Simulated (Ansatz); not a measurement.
From formation energies to a reaction energy: Cd4S

Theory: DFT PBE, scalar-relativistic, plane waves, PAW in Ansatz. Settings: cutoff 420 eV, Γ-centred meshes spaced at most about 0.3 Å⁻¹, and about 0.25 Å⁻¹ or finer for metals (2π included), Gaussian smearing. No spin polarisation.

Formation energies are uncorrected and refer to the elements' standard structures at the same level.

These are static total energies at zero pressure. The reference form of S is held partly by dispersion forces, which this level lacks.

A trial structure of Cd4S (reached from: random cell; relaxed: space group P6/mmm (No. 191), a = 5.110 Å, c = 5.995 Å) has a formation energy of 0.154 eV/atom. At its composition the lowest mixture among the elements and 1 reference phase computed alike (others may be missing) consists of these:

| phase | source | ΔE_f (eV/atom) |
| --- | --- | --- |
| Cd (solid) | element | -0.003 |
| CdS (P6_3mc) | COD | -0.660 |

The lowest database cell of Cd (-0.003) lies slightly below the reference, hence the non-zero entry.

Task: Write the balanced decomposition and find its energy per atom, per formula unit and per mole of formula units.

Result: Balancing Cd and S gives Cd4S → 3 Cd + CdS. The left side holds 5 atoms, and the products take 3/5 (Cd) and 2/5 (CdS) of them. The mixture therefore lies at 3/5 × (-0.003) + 2/5 × (-0.660) = -0.266 eV/atom. The reaction energy is -0.266 − (0.154) = -0.420 eV/atom. Times 5 atoms that is -2.100 eV per Cd4S, and times 96.485 it is -203 kJ per mole of Cd4S. Decomposition is downhill, so the trial structure is unstable against this mixture.
